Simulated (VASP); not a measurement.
# MnS (Fm-3m) in VASP: a series of runs

The runs below take MnS through single point, with r2SCAN.

Everything below comes from runs of VASP 6.6.1. Logs are shortened: lines on timing, memory, paths and dates and some standing lists are left out, and cuts for length are marked.

### 1 The crystal as given

The structure is cubic, space group Fm-3m (No. 225). Conventional cell: a = 5.224 Å, b = 5.224 Å, c = 5.224 Å, α = 90.00°, β = 90.00°, γ = 90.00°. Mn (site symmetry m-3m) has 6 S at 2.61 Å as nearest neighbours. S (site symmetry m-3m) has 6 Mn at 2.61 Å as nearest neighbours.

### 2 Single point, r2SCAN, collinear spin, typed start

The input, POSCAR:

```
MnS
1.0
    0.0000000000      2.6122498900      2.6122498900
    2.6122498900      0.0000000000      2.6122498900
    2.6122498900      2.6122498900      0.0000000000
Mn S
1 1
Direct
    0.0000000000      0.0000000000      0.0000000000
    0.5000000000      0.5000000000      0.5000000000
```

The input, INCAR.step1:

```
SYSTEM = MnS
PREC = Accurate
ENCUT = 520
ISMEAR = 0
SIGMA = 0.05
LREAL = .FALSE.
LASPH = .TRUE.
NELM = 150
ISPIN = 2
MAGMOM = 5 0
LMAXMIX = 4
NBANDS = 20
GGA = PE
ALGO = Normal
EDIFF = 1E-4
LWAVE = .TRUE.
LCHARG = .FALSE.
```

The input, INCAR.step2:

```
SYSTEM = MnS
PREC = Accurate
ENCUT = 520
EDIFF = 1E-6
ISMEAR = 0
SIGMA = 0.05
LREAL = .FALSE.
LASPH = .TRUE.
NELM = 150
ALGO = Normal
ISIF = 2
LWAVE = .FALSE.
LCHARG = .FALSE.
ISPIN = 2
MAGMOM = 5 0
LORBIT = 11
LMAXMIX = 4
METAGGA = R2SCAN
LMIXTAU = .TRUE.
NBANDS = 20
ISTART = 1
```

The input, KPOINTS:

```
Automatic mesh
0
G
  6 6 6
  0 0 0
```

Potentials or basis: VASP PAW PBE potentials, release 64 (Mn_pv, S).

On the command line:

```console
cat potpaw_PBE.64/Mn_pv/POTCAR potpaw_PBE.64/S/POTCAR > POTCAR
cp INCAR.step1 INCAR
mpirun -np 1 vasp_std > vasp.out
cp INCAR.step2 INCAR
mpirun -np 1 vasp_std > vasp.out
```

OUTCAR:

```text
SYSTEM = MnS
   PREC = Accurate
   ENCUT = 520
   EDIFF = 1E-6
   ISMEAR = 0
   LREAL = .FALSE.
   LASPH = .TRUE.
   NELM = 150
   ISIF = 2
   ISPIN = 2
   LORBIT = 11
   METAGGA = R2SCAN
   ISTART = 1

 ion  position               nearest neighbor table
   1  0.000  0.000  0.000-   2 2.61   2 2.61   2 2.61   2 2.61   2 2.61   2 2.61
   2  0.500  0.500  0.500-   1 2.61   1 2.61   1 2.61   1 2.61   1 2.61   1 2.61

  LATTYP: Found a face centered cubic cell.
 ALAT       =     5.2244997800

  Lattice vectors:

 A1 = (   0.0000000000,   2.6122498900,   2.6122498900)
 A2 = (   2.6122498900,   0.0000000000,   2.6122498900)
 A3 = (   2.6122498900,   2.6122498900,   0.0000000000)

Analysis of symmetry for initial positions (statically):
=====================================================================
 Subroutine PRICEL returns:
 Original cell was already a primitive cell.

 Routine SETGRP: Setting up the symmetry group for a
 face centered cubic supercell.

 Subroutine GETGRP returns: Found 48 space group operations
 (whereof 48 operations were pure point group operations)
 out of a pool of 48 trial point group operations.

The static configuration has the point symmetry O_h .

Analysis of symmetry for dynamics (positions and initial velocities):
=====================================================================
 Subroutine PRICEL returns:
 Original cell was already a primitive cell.

 Routine SETGRP: Setting up the symmetry group for a
 face centered cubic supercell.

 Subroutine GETGRP returns: Found 48 space group operations
 (whereof 48 operations were pure point group operations)
 out of a pool of 48 trial point group operations.

The dynamic configuration has the point symmetry O_h .

Analysis of structural, dynamic, and magnetic symmetry:
=====================================================================
 Subroutine PRICEL returns:
 Original cell was already a primitive cell.

 Routine SETGRP: Setting up the symmetry group for a
 face centered cubic supercell.

 Subroutine GETGRP returns: Found 48 space group operations
 (whereof 48 operations were pure point group operations)
 out of a pool of 48 trial point group operations.

The overall configuration has the point symmetry O_h .

 Subroutine INISYM returns: Found 48 space group operations
 (whereof 48 operations are pure point group operations),
 and found     1 'primitive' translations

----------------------------------------------------------------------------------------

                                     Primitive cell

  volume of cell :      35.6512

  direct lattice vectors                    reciprocal lattice vectors
     0.000000000  2.612249890  2.612249890    -0.191405884  0.191405884  0.191405884
     2.612249890  0.000000000  2.612249890     0.191405884 -0.191405884  0.191405884
     2.612249890  2.612249890  0.000000000     0.191405884  0.191405884 -0.191405884

  length of vectors
     3.694279223  3.694279223  3.694279223     0.331524716  0.331524716  0.331524716

  position of ions in fractional coordinates (direct lattice)
     0.000000000  0.000000000  0.000000000
     0.500000000  0.500000000  0.500000000

  ion indices of the primitive-cell ions
   primitive index   ion index
                 1           1
                 2           2

----------------------------------------------------------------------------------------

 KPOINTS: Automatic mesh

Automatic generation of k-mesh.
 Grid dimensions read from file:
 generate k-points for:    6    6    6

 Generating k-lattice:

  Cartesian coordinates                     Fractional coordinates (reciprocal lattice)
    -0.031900981  0.031900981  0.031900981     0.166666667  0.000000000  0.000000000
     0.031900981 -0.031900981  0.031900981     0.000000000  0.166666667  0.000000000
     0.031900981  0.031900981 -0.031900981     0.000000000  0.000000000  0.166666667

  Length of vectors
     0.055254119  0.055254119  0.055254119

  Shift w.r.t. Gamma in fractional coordinates (k-lattice)
     0.000000000  0.000000000  0.000000000

 Subroutine IBZKPT returns following result:
 ===========================================

 Found     16 irreducible k-points:

 Following reciprocal coordinates:
            Coordinates               Weight
  0.000000  0.000000  0.000000      1.000000
  0.166667  0.000000  0.000000      8.000000
  0.333333  0.000000  0.000000      8.000000
  0.500000  0.000000  0.000000      4.000000
  0.166667  0.166667  0.000000      6.000000
  0.333333  0.166667  0.000000     24.000000
[... 8 lines left out ...]
 -0.333333  0.333333  0.166667     24.000000
 -0.333333  0.500000  0.166667     12.000000
   k-points           NKPTS =     16   k-points in BZ     NKDIM =     16   number of bands    NBANDS=     20
   number of dos      NEDOS =    301   number of ions     NIONS =      2
   total plane-waves  NPLWV =  21952
   dimension x,y,z NGX =    28 NGY =   28 NGZ =   28
   dimension x,y,z NGXF=    56 NGYF=   56 NGZF=   56
   ions per type =               1   1
   NGX,Y,Z   is equivalent  to a cutoff of  12.60, 12.60, 12.60 a.u.
   NGXF,Y,Z  is equivalent  to a cutoff of  25.20, 25.20, 25.20 a.u.
 SYSTEM =  MnS
   PREC   = accura    normal or accurate (medium, high low for compatibility)
   ISTART =      1    job   : 0-new  1-cont  2-samecut
   ICHARG =      0    charge: 1-file 2-atom 10-const
   ISPIN  =      2    spin polarized calculation?
   LNONCOLLINEAR =      F non collinear calculations
   LSORBIT =      F    spin-orbit coupling
   LASPH  =      T    aspherical Exc in radial PAW
   ENCUT  =  520.0 eV  38.22 Ry    6.18 a.u.   6.87  6.87  6.87*2*pi/ulx,y,z
   NELM   =    150;   NELMIN=  2; NELMDL=  0     # of ELM steps
   EDIFF  = 0.1E-05   stopping-criterion for ELM
   LREAL  =      F    real-space projection
   EDIFFG = 0.1E-04   stopping-criterion for IOM
   NSW    =      0    number of steps for IOM
   IBRION =     -1    ionic relax: 0-MD 1-quasi-New 2-CG
   NFREE  =      0    steps in history (QN), initial steepest desc. (CG)
   ISIF   =      2    stress and relaxation
   ISYM   =      2    0-nonsym 1-usesym 2-fastsym
   POTIM  = 0.5000    time-step for ionic-motion
   TEBEG  =    0.0;   TEEND  =   0.0 temperature during run
   PSTRESS=    0.0 pullay stress
   NELECT =      19.0000    total number of electrons
   NUPDOWN=      -1.0000    fix difference up-down
   EMIN   =  10.00;   EMAX   =-10.00  energy-range for DOS
   EFERMI =   0.00;   METHOD = LEGACY
   ISMEAR =     0;   SIGMA  =   0.05  broadening in eV -4-tet -1-fermi 0-gaus
   EFERMI_NEDOS =   21; number of points for ismear=-14 and -15
   IALGO  =     38    algorithm
   IMIX   =      4    mixing-type and parameters
     AMIX     =   0.40;   BMIX     =  1.00
     AMIX_MAG =   1.60;   BMIX_MAG =  1.00
  volume/ion in A,a.u.               =      17.83       120.29
  Fermi-wavevector in a.u.,A,eV,Ry     =   1.327297  2.508227 23.969605  1.761716
  Thomas-Fermi vector in A             =   2.456619
   LORBIT       =     11    0 simple, 1 ext, 2 COOP (PROOUT), +10 PAW based schemes
   METAGGA = R2SCAN    functional components
   LHFCALC =     F    Hartree Fock is set to
   AEXX    =    0.0000 exact exchange contribution
   IVDW    =     0    specifies the selected vdW correction
   LEPSILON=     F    determine dielectric tensor
   LRPA    =     F    only Hartree local field effects (RPA)
 spin polarized calculation
 Gauss-broadening in eV      SIGMA  =   0.05
  energy-cutoff  :      520.00
  volume of cell :       35.65
 maximum number of plane-waves:       982
   NGX = 13   NGY = 13   NGZ = 13

 number of electron      18.9999987 magnetization       4.9721664

 Free energy of the ion-electron system (eV)
  ---------------------------------------------------
  ext. energy  EPLUGINS =         0.00000000
  ---------------------------------------------------
  free energy    TOTEN  =       -24.87425316 eV

  energy without entropy =      -24.87375638  energy(sigma->0) =      -24.87400477

 E-fermi :   6.5528     XC(G=0): -11.1679

 val. band max:        6.5415932762   @ k =   0.5000   0.0000   0.0000
 cond. band min:       6.6989922842   @ k =   0.3333   0.3333   0.0000
 fundamental gap:      0.1573990081
 Fermi energy:         6.5528475709

 spin component 1

 k-point     1 :       0.0000    0.0000    0.0000
  band No.  band energies     occupation
      1     -46.7278      1.00000
      2     -46.7278      1.00000
      3     -46.7277      1.00000
      4      -8.6381      1.00000
      5       2.4949      1.00000
      6       2.4949      1.00000
[... 12 lines left out ...]
     19      18.6282      0.00000
     20      19.1450      0.00000

 k-point     2 :       0.1667    0.0000    0.0000
  band No.  band energies     occupation
      1     -46.7296      1.00000
      2     -46.7281      1.00000
      3     -46.7280      1.00000
      4      -8.3622      1.00000
      5       1.9361      1.00000
      6       2.0434      1.00000
[... 12 lines left out ...]
     19      18.3218      0.00000
     20      20.7786      0.00000
[... 280 lines left out ...]
      2     -46.7315      1.00000
      3     -46.7299      1.00000
      4      -7.1264      1.00000
      5       0.2051      1.00000
      6       1.0295      1.00000
[... 12 lines left out ...]
     19      21.7687      0.00000
     20      23.8356      0.00000

 k-point    16 :      -0.3333    0.5000    0.1667
  band No.  band energies     occupation
      1     -46.7334      1.00000
      2     -46.7315      1.00000
      3     -46.7306      1.00000
      4      -7.1013      1.00000
      5       0.6755      1.00000
      6       1.2984      1.00000
[... 12 lines left out ...]
     19      21.1958      0.00000
     20      22.9612      0.00000
 Fermi energy:         6.5528475709

 spin component 2

 k-point     1 :       0.0000    0.0000    0.0000
  band No.  band energies     occupation
      1     -40.4724      1.00000
      2     -40.4724      1.00000
      3     -40.4722      1.00000
      4      -8.2885      1.00000
      5       4.8340      1.00000
      6       4.8340      1.00000
[... 12 lines left out ...]
     19      20.0491      0.00000
     20      21.4692      0.00000

 k-point     2 :       0.1667    0.0000    0.0000
  band No.  band energies     occupation
      1     -40.4752      1.00000
      2     -40.4727      1.00000
      3     -40.4726      1.00000
      4      -8.0176      1.00000
      5       3.2351      1.00000
      6       4.2516      1.00000
[... 12 lines left out ...]
     19      19.7656      0.00000
     20      22.1800      0.00000
[... 281 lines left out ...]
      3     -40.4756      1.00000
      4      -6.7711      1.00000
      5       0.9892      1.00000
      6       2.0162      1.00000
[... 12 lines left out ...]
     19      22.6779      0.00000
     20      25.1833      0.00000

 k-point    16 :      -0.3333    0.5000    0.1667
  band No.  band energies     occupation
      1     -40.4811      1.00000
      2     -40.4781      1.00000
      3     -40.4768      1.00000
      4      -6.7219      1.00000
      5       1.2008      1.00000
      6       2.2853      1.00000
[... 12 lines left out ...]
     19      22.0221      0.00000
     20      23.9907      0.00000

------------------------ aborting loop because EDIFF is reached ----------------------------------------

  FORCE on cell =-STRESS in cart. coord.  units (eV):
  Direction    XX          YY          ZZ          XY          YZ          ZX
  --------------------------------------------------------------------------------------
  -------------------------------------------------------------------------------------
  Total       -0.0916106     -0.0916106     -0.0916106     -0.0000000     -0.0000000      0.0000000
  in kB       -4.1170128     -4.1170128     -4.1170128     -0.0000000     -0.0000000      0.0000000
  external PRESSURE =      -4.1170128 kB  Pullay stress =       0.0000000 kB

 VOLUME and BASIS-vectors are now :
 -----------------------------------------------------------------------------
  energy-cutoff  :      520.00
  volume of cell :       35.65
      direct lattice vectors                 reciprocal lattice vectors
     0.000000000  2.612249890  2.612249890    -0.191405884  0.191405884  0.191405884
     2.612249890  0.000000000  2.612249890     0.191405884 -0.191405884  0.191405884
     2.612249890  2.612249890  0.000000000     0.191405884  0.191405884 -0.191405884

 POSITION                                       TOTAL-FORCE (eV/Angst)
 -----------------------------------------------------------------------------------
      0.00000      0.00000      0.00000        -0.000000      0.000000     -0.000000
      2.61225      2.61225      2.61225         0.000000     -0.000000      0.000000
 -----------------------------------------------------------------------------------
    total drift:                               -0.000000      0.000000      0.000000

  FREE ENERGIE OF THE ION-ELECTRON SYSTEM (eV)
  ---------------------------------------------------
  free  energy   TOTEN  =       -24.8742531620 eV

  energy  without entropy=      -24.8737563815  energy(sigma->0) =      -24.87400477

 total charge

# of ion       s       p       d       tot
------------------------------------------
    1        0.217   6.158   4.896  11.271
    2        1.310   2.475   0.000   3.785
--------------------------------------------------
tot          1.527   8.633   4.896  15.056

 magnetization (x)

# of ion       s       p       d       tot
------------------------------------------
    1        0.050   0.037   4.409   4.496
    2        0.029   0.106   0.000   0.135
--------------------------------------------------
tot          0.079   0.142   4.409   4.630
```

It took 58 s on 1 thread of AMD EPYC 9R45 (Zen 5), shared host; peak memory 0.16 GiB.

What came out:

```yaml
Free_energy: -24.8743 eV
Pressure: -0.4 GPa
Band_gap_on_the_k_mesh: none (metal or under the smearing width)
Net_moment: 4.97 μB per cell
Site_moments: Mn +4.50; S +0.14 μB
Valence_electrons_inside_the_program's_atomic_spheres: Mn 11.27; S 3.79
```

Caveat: the PAW data sets were made with another functional, which shifts forces and pressure a little; a cell with one magnetic atom can't hold antiferromagnetic order, which such compounds often take; semilocal functionals often make such compounds metallic where correlation or magnetic order opens a gap, which also shifts bond lengths. With open d or f shells a metallic result of r2SCAN can be an artefact of self-interaction; +U or a hybrid may open a gap.

[end of part 1 of 2]
